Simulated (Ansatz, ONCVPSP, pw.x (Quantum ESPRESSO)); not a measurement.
**pw.x on sc P: one setting changed**

Potential: optimised norm-conserving Vanderbilt (ONCV), ONCVPSP 4.0.1, PBE; core [Ne], reference 3s2 3p2.5; waves: 3s: rc 1.30 bohr, ncon 3, nbas 7, qcut 5.6 1/bohr, 2 projectors, debl 2.8 Ha; 3p: rc 1.50 bohr, ncon 4, nbas 7, qcut 5.8 1/bohr, 2 projectors, debl 1.7 Ha; d scattering state at 0.11 Ha: rc 1.65 bohr, ncon 5, nbas 8, qcut 6.2 1/bohr, 2 projectors, debl 0.2 Ha; local part: polynomial inside 1.20 bohr (lpopt 5, dvloc0 0 Ha); core correction: Teter function, fcfact 3.75, rcfact 1.55.

The reference run (k-mesh 13³, cutoffs 50/200 Ry, Fermi–Dirac 0.01 Ry, mixing_beta 0.4, conv_thr 1e-9, no spin) gives -0.36 GPa at 14.621 Å³/atom, where all-electron LAPW gives 0.27 GPa. This run, with its own iteration cap, changes degauss to 0.002.

```
&control
  calculation='scf', prefix='x', pseudo_dir='./', outdir='./tmp', tstress=.true., disk_io='none'
/
&system
  ibrav=0, nat=1, ntyp=1, ecutwfc=50, ecutrho=200, nbnd=9,
  occupations='smearing', smearing='fd', degauss=0.002
/
&electrons
  conv_thr=1e-09, mixing_beta=0.4, electron_maxstep=50
/
ATOMIC_SPECIES
P 1.0 P.UPF
CELL_PARAMETERS angstrom
  2.44526365 0.00000000 0.00000000
  0.00000000 2.44526365 0.00000000
  0.00000000 0.00000000 2.44526365
ATOMIC_POSITIONS crystal
P 0.0000 0.0000 0.0000
K_POINTS automatic
13 13 13 0 0 0
```

```bash
pw.x < P.scf.in > P.scf.out
```

How does the run end?

It converges in 6 iterations; the free energy moves by +8.1 meV/atom and the pressure by -0.20 GPa. In a metal, with Fermi–Dirac smearing, F lies below its zero-width value by a term in the square of the width.

```
Message from routine setup:
     using ibrav=0 with symmetry is DISCOURAGED, use correct ibrav instead
     lattice parameter (alat)  =       4.6209  a.u.
     unit-cell volume          =      98.6674 (a.u.)^3
     number of electrons       =         5.00
     number of Kohn-Sham states=            9
     kinetic-energy cutoff     =      50.0000  Ry
     charge density cutoff     =     200.0000  Ry
     scf convergence threshold =      1.0E-09
     Exchange-correlation= PBE
     number of k points=    84  Fermi-Dirac smearing, width (Ry)=  0.0020
     iteration #  1     ecut=    50.00 Ry     beta= 0.40
     total energy              =     -14.43655757 Ry
     estimated scf accuracy    <       0.01237870 Ry
     iteration #  2     ecut=    50.00 Ry     beta= 0.40
     total energy              =     -14.43577243 Ry
     estimated scf accuracy    <       0.00358303 Ry
     iteration #  3     ecut=    50.00 Ry     beta= 0.40
     total energy              =     -14.43604480 Ry
     estimated scf accuracy    <       0.00006269 Ry
     iteration #  4     ecut=    50.00 Ry     beta= 0.40
     total energy              =     -14.43605252 Ry
     estimated scf accuracy    <       0.00000040 Ry
     iteration #  5     ecut=    50.00 Ry     beta= 0.40
     total energy              =     -14.43605271 Ry
     estimated scf accuracy    <          4.1E-09 Ry
     iteration #  6     ecut=    50.00 Ry     beta= 0.40
     the Fermi energy is    11.1114 ev
!    total energy              =     -14.43605271 Ry
     estimated scf accuracy    <          6.3E-10 Ry
     smearing contrib. (-TS)   =      -0.00005755 Ry
     The total energy is F=E-TS. E is the sum of the following terms:
     one-electron contribution =       5.40381305 Ry
     hartree contribution      =       0.42240254 Ry
     xc contribution           =      -4.91178861 Ry
     ewald contribution        =     -15.35042215 Ry
     convergence has been achieved in   6 iterations
          total   stress  (Ry/bohr**3)                   (kbar)     P=       -5.64
     Message from routine punch:
     Nothing written, as per user request (disk_io='none')
```

The run took about 4.8 s on one core of a shared host (Intel(R) Xeon(R) CPU @ 2.60GHz, 96 threads, 756 GiB, load 13).
